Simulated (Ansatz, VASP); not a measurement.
## One calculation of LiF, two programs

```
Li F
1.0
     0.00000    1.98678    1.98678
     1.98678    0.00000    1.98678
     1.98678    1.98678    0.00000
Li F
1 1
Direct
  0.00000 0.00000 0.00000
  0.50000 0.50000 0.50000
```

Change from the starting cell: volume scaled by 0.96.

Alike in both runs: task single point; functional PBE; k mesh 10 × 10 × 10; occupations fermi-dirac, width 0.03 eV; no spin polarisation.

|  | VASP | Ansatz |
| --- | --- | --- |
| version | VASP 6.6.1 | Ansatz 0.2.0 |
| potentials or method | VASP PAW PBE potentials, release 64 (Li_sv, F), cutoff 520 eV | all-electron LAPW, scalar-relativistic |

Ansatz gave:

* gap on the k mesh at the Fermi level (eV): 9.44

**Question.** Estimate VASP's values.

**Answer.** gap on the k mesh at the Fermi level (eV): 9.46.

Ansatz ran all-electron here, so the differences hold the error of VASP's frozen core and of both bases.

 A k mesh can miss the band edges.
